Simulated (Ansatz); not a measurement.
## Preparing SiO2 (P3_121) as a host crystal

Before any defect goes in: SiO2 (P3_121) at rest, and how it screens a charge.

Method: plane-wave PAW DFT, PBEsol; relaxation of the host's cell and atoms; PAW set soft_1, in the first sound run; inputs show where later runs differ, in Ansatz 0.2.0.

Report form: the programs' logs are mostly left out.

**1. The structure**

It takes space group P3_121 (No. 152, trigonal). Conventional cell: a = 4.915 Å, b = 4.915 Å, c = 5.431 Å, α = 90.00°, β = 90.00°, γ = 120.00°. Nearest to Si lie 4 O at 1.61 to 1.62 Å. O has 2 Si at 1.61 to 1.62 Å nearest. Farther neighbours and most contacts between anions are not listed.

**2. Host cell relaxation**

Cell and atoms are relaxed together, until forces and stress fall under their thresholds.

Input file cell/input.yaml:

```yaml
crystal:
  lattice:
    - [4.9149662, 0.0, 0.0]
    - [-2.4574831, 4.2564856, 0.0]
    - [0.0, 0.0, 5.4313011]
  atoms:
    - { symbol: Si, position: [0.53108859, 0.53108859, 0.0] }
    - { symbol: Si, position: [0.0, 0.46891141, 0.66666667] }
    - { symbol: Si, position: [0.46891141, 0.0, 0.33333333] }
    - { symbol: O, position: [0.26922311, 0.41339429, 0.78489098] }
    - { symbol: O, position: [0.58660571, 0.85582882, 0.11822431] }
    - { symbol: O, position: [0.14417118, 0.73077689, 0.45155765] }
    - { symbol: O, position: [0.41339429, 0.26922311, 0.21510902] }
    - { symbol: O, position: [0.73077689, 0.14417118, 0.54844235] }
    - { symbol: O, position: [0.85582882, 0.58660571, 0.88177569] }
basis:
  ecutwfc: 420
  xc_grid: 2
hamiltonian:
  xc: pbesol
  pseudopotentials: { kind: paw, azcp: { folder: soft_1 }, xc_functional: pbe }
kpoints:
  mp_grid: { grid: [7, 7, 5] }
scf:
  occupations: { method: fixed }
  max_iter: 100
relax:
  f_tol: 0.005
  max_steps: 60
  cell: {}
output:
  forces: true
  stress: true
checkpoint:
  write: "../cell.run"
  compress: false
  write_wavefunctions: false
  write_every: 100000
```

Started as:

```
ansatz run input.yaml --threads 32 --pin off --max-ram 84787MiB --backend cpu --events-out ev --progress --plain --runs-dir out
```

Wall time 7.7 s (32 threads of Arm Neoverse V2, shared host); peak memory 0.51 GiB; 86 s of CPU time.

Relaxation path:

```csv
step,energy less that of the first step (eV),largest force component (eV/Å),pressure (GPa),volume (Å³)
1,0.0000,0.1634,2.72,113.63
2,-0.0080,0.1015,1.42,114.41
3,-0.0101,0.0292,-0.01,115.27
4,-0.0108,0.0120,0.00,115.13
5,-0.0107,0.0014,0.00,115.20
6,-0.0148,0.0014,0.07,115.20
7,-0.0144,0.0008,0.01,115.39
8*,-0.0150,0.0008,0.01,115.39
```

Relaxation steps marked * repeat the geometry before them on a plane-wave basis chosen anew for their cell, so energy and pressure can jump there. The log counts 2 steps on a newly chosen plane-wave basis, not all of them marked here; energy and pressure can jump at such steps.

The run keeps the 6 symmetry operations that it works with, so distortions that break them were not tested.

```csv
"conventional cell, symmetrised",before,after,change
a (Å),4.915,4.948,+0.7 %
b (Å),4.915,4.948,+0.7 %
c (Å),5.431,5.441,+0.2 %
volume (Å³/atom),12.63,12.82,+1.6 %
```

Numbers from this step:

```
pressure : 0.01223 GPa
```

The relaxation ends with a largest force component of 8.2e-4 eV/Å and a pressure of 0.01 GPa.

**3. Dielectric tensors of the host**

The response to a uniform electric field gives the electronic dielectric tensor.

This step: plane-wave PAW DFPT, PBEsol; dielectric tensors, Born charges and zone-centre modes of the host; PAW set soft_1 (Ansatz 0.2.0).

Input file eps/input.yaml:

```yaml
crystal:
  lattice:
    - [4.9484030706, 0.0, 0.0]
    - [-2.4742015353, 4.2854427673, 0.0]
    - [0.0, 0.0, 5.4413215915]
  atoms:
    - { symbol: Si, position: [0.5297160375, 0.5297160375, 0.0] }
    - { symbol: Si, position: [0.0, 0.4702839625, 0.6666666667] }
    - { symbol: Si, position: [0.4702839625, 0.0, 0.3333333333] }
    - { symbol: O, position: [0.2670834984, 0.4124860174, 0.7853875589] }
    - { symbol: O, position: [0.5875139826, 0.854597481, 0.1187208922] }
    - { symbol: O, position: [0.145402519, 0.7329165016, 0.4520542255] }
    - { symbol: O, position: [0.4124860174, 0.2670834984, 0.2146124411] }
    - { symbol: O, position: [0.7329165016, 0.145402519, 0.5479457745] }
    - { symbol: O, position: [0.854597481, 0.5875139826, 0.8812791078] }
basis:
  ecutwfc: 420
hamiltonian:
  xc: pbesol
  pseudopotentials: { kind: paw, azcp: { folder: soft_1 }, xc_functional: pbe }
kpoints:
  mp_grid: { grid: [6, 6, 5] }
scf:
  occupations: { method: fixed }
  max_iter: 100
phonons:
  method: dfpt
  dielectric: true
  rigid_motions: translations
```

Run time: 27 s. Hardware: 32 threads; peak memory 1.5 GiB; 6.6 min of CPU time.

Electronic dielectric tensor:

```
2.49 0.00 0.00
0.00 2.49 0.00
0.00 0.00 2.52
```

Static dielectric tensor:

```
4.63 0.00 0.00
0.00 4.63 0.00
0.00 0.00 4.85
```

The principal values of the electronic dielectric tensor are 2.49, 2.49 and 2.52. The principal values of the static dielectric tensor are 4.63, 4.63 and 4.85.

**4. Defect free supercell relaxed in its symmetry**

This cell, the one that will hold the defects, is built from the relaxed host. Its coarser k-points can move the atoms a little, so it is relaxed from the symmetric sites, as the reference for the test of stability.

This step: plane-wave PAW DFT, PBEsol; relaxation of the defect-free supercell in its symmetry; PAW set soft_1 (Ansatz 0.2.0).

System of this step: SiO2 (P3_121). The cell holds 72 atoms: 24 Si and 48 O. Cell: a = 9.897 Å, b = 9.897 Å, c = 10.883 Å, α = 90.0°, β = 90.0°, γ = 120.0°.

Input file pristine.symmetric/input.yaml:

```yaml
crystal:
  lattice:
    - [9.8968061413, 0.0, 0.0]
    - [-4.9484030706, 8.5708855347, 0.0]
    - [0.0, 0.0, 10.8826431829]
  atoms:
    - { symbol: Si, position: [0.2648580188, 0.2648580188, 0.0] }
    - { symbol: Si, position: [0.0, 0.2351419812, 0.3333333334] }
    - { symbol: Si, position: [0.2351419812, 0.0, 0.1666666666] }
    - { symbol: O, position: [0.1335417492, 0.2062430087, 0.3926937794] }
    - { symbol: O, position: [0.2937569913, 0.4272987405, 0.0593604461] }
    - { symbol: O, position: [0.0727012595, 0.3664582508, 0.2260271128] }
    - { symbol: O, position: [0.2062430087, 0.1335417492, 0.1073062206] }
    - { symbol: O, position: [0.3664582508, 0.0727012595, 0.2739728872] }
[... 60 atom lines left out ...]
    - { symbol: O, position: [0.5727012595, 0.8664582508, 0.7260271128] }
    - { symbol: O, position: [0.7062430087, 0.6335417492, 0.6073062205] }
    - { symbol: O, position: [0.8664582508, 0.5727012595, 0.7739728872] }
    - { symbol: O, position: [0.9272987405, 0.7937569913, 0.9406395539] }
basis:
  ecutwfc: 420
  xc_grid: 2
hamiltonian:
  xc: pbesol
  pseudopotentials: { kind: paw, azcp: { folder: soft_1 }, xc_functional: pbe }
kpoints:
  mp_grid: { grid: [1, 1, 1] }
scf:
  occupations: { method: fermi_dirac, width: 0.01 }
  max_iter: 100
  lower_state_search: "off"
output:
  forces: true
relax:
  f_tol: 0.015
  max_steps: 60
  escape_saddle: false
checkpoint:
  write: "../pristine.symmetric.run"
  compress: false
  write_wavefunctions: false
  write_every: 100000
```

Started as:

```
ansatz run input.yaml --threads 32 --pin off --max-ram 84787MiB --backend cuda --events-out ev --progress --plain --runs-dir out --max-vram 78GiB
```

It took 2.4 s on 1 × NVIDIA GB200 with 32 threads; peak memory 0.93 GiB.

No atom moved by 0.005 Å in the relaxation.

**5. Defect free supercell relaxed from displaced atoms**

This step: plane-wave PAW DFT, PBEsol; relaxation of the defect-free supercell from random displacements, a test of the host's stability; PAW set soft_1 (Ansatz 0.2.0).

pristine.rattled/input.yaml, as its differences from pristine.symmetric/input.yaml of step 4:

```diff
@@ -94,6 +94,6 @@
   f_tol: 0.015
-  max_steps: 60
-  escape_saddle: false
+  max_steps: 120
+  random_displacement: { amplitude: 0.06, seed: 1524 }
 checkpoint:
-  write: "../pristine.symmetric.run"
+  write: "../pristine.rattled.run"
   compress: false
```

Run time: 4.9 s. Hardware: 1 × NVIDIA GB200 with 32 threads; peak memory 0.88 GiB; 11 s of CPU time.

Relaxation path:

```csv
step,energy less that of the first step (eV),largest force component (eV/Å)
1,0.0000,5.2183
2,-2.4784,3.2912
3,-4.2723,0.0585
4,-4.2723,0.0582
5,-4.2792,0.0031
```

The atoms that moved most (Å, from the sites as typed, ahead of the random displacement, the mean shift of all atoms taken out):

```csv
atom,dx,dy,dz,length
O71,0.010,-0.001,-0.004,0.011
O44,0.008,0.002,-0.004,0.009
O14,0.007,0.002,0.005,0.009
O6,-0.004,0.007,0.004,0.009
O59,0.008,-0.003,0.002,0.008
O51,0.001,0.006,0.005,0.008
O61,-0.003,-0.006,-0.004,0.008
O43,0.005,-0.004,-0.004,0.008
```

The relaxation ends 59 meV an atom lower than the displaced start, with a largest force component of 0.0031 eV/Å.

**6. Host on a dense mesh**

This step: plane-wave PAW DFT, PBEsol; single point of the defect-free host, a test of the k-point sampling; PAW set soft_1 (Ansatz 0.2.0).

System of this step: SiO2 (P3_121). The structure is trigonal, space group P3_121 (No. 152). The conventional cell has a = 4.948 Å, b = 4.948 Å, c = 5.441 Å, α = 90.00°, β = 90.00°, γ = 120.00°. Nearest to Si lie 4 O at 1.62 Å. Nearest to O lie 2 Si at 1.62 Å. Farther neighbours and most contacts between anions are not listed.

dense/input.yaml, as its differences from eps/input.yaml of step 3:

```diff
@@ -17,2 +17,3 @@
   ecutwfc: 420
+  xc_grid: 2
 hamiltonian:
@@ -21,9 +22,11 @@
 kpoints:
-  mp_grid: { grid: [6, 6, 5] }
+  mp_grid: { grid: [7, 7, 5] }
 scf:
-  occupations: { method: fixed }
+  occupations: { method: fermi_dirac, width: 0.01 }
   max_iter: 100
-phonons:
-  method: dfpt
-  dielectric: true
-  rigid_motions: translations
+  lower_state_search: "off"
+checkpoint:
+  write: "../dense.run"
+  compress: false
+  write_wavefunctions: false
+  write_every: 100000
```

Started as:

```
ansatz run input.yaml --threads 32 --pin off --max-ram 84787MiB --backend cpu --events-out ev --progress --plain --runs-dir out
```

It took 1.3 s on 32 threads; peak memory 0.37 GiB; 13 s of CPU time.

**7. Defect free supercell at the zone centre**

The supercell is run at the zone centre, to see how far that sampling misses the dense mesh.

System of this step: SiO2 (P3_121). The cell holds 72 atoms: 24 Si and 48 O. Cell: a = 9.897 Å, b = 9.897 Å, c = 10.883 Å, α = 90.0°, β = 90.0°, γ = 120.0°.

pristine.sampling_gamma/input.yaml, as its differences from pristine.rattled/input.yaml of step 5:

```diff
@@ -90,10 +90,4 @@
   lower_state_search: "off"
-output:
-  forces: true
-relax:
-  f_tol: 0.015
-  max_steps: 120
-  random_displacement: { amplitude: 0.06, seed: 1524 }
 checkpoint:
-  write: "../pristine.rattled.run"
+  write: "../pristine.sampling_gamma.run"
   compress: false
```

Started as:

```
ansatz run input.yaml --threads 32 --pin off --max-ram 84787MiB --backend cuda --events-out ev --progress --plain --runs-dir out --max-vram 78GiB
```

Run time: 1.5 s. Hardware: 1 × NVIDIA GB200 with 32 threads; peak memory 0.93 GiB; 2.7 s of CPU time.

**8. Summary of results**

| Property | Result |
| --- | --- |
| primitive cell vectors, lengths | 4.948, 4.948, 5.441 Å |
| electronic dielectric constant | principal values (2.49, 2.49, 2.52) |
| static dielectric constant | principal values (4.63, 4.63, 4.85) |
| gap on the k-mesh of the response run (PBEsol) | 5.72 eV |
| supercell relaxed in its symmetry less the displaced and relaxed one | 0.000 eV |
| energy an atom at the zone centre alone less that on the dense mesh | 0.001 eV |

What this shows: Step 5: The energy fell by 4.279 eV from the randomly displaced start; against the sites as typed, O71 ends farthest off, by 0.01 Å, once the mean shift is taken out. The displaced cell ends within 0.01 eV of the symmetric one relaxed in its symmetry, so no lower structure shows in this supercell. The k-mesh can miss the band edges, so this gap is an upper bound at this level. All at zero temperature.

[Logs are printed without paths, hosts, clocks, repeated set-up lines and the standing remarks that a program may print on its own settings, such as how far it seeks lower states.]

[Hosts, paths, dates, database ids (printed as entryN), source tags and the programs' standing remarks are cut or masked in the printed files.]

[Runs of the host that timed out are not shown.]

[For some hosts the program warned that the k-mesh of the response run may be too coarse for force constants and the static dielectric constant; such warnings are not always shown.]
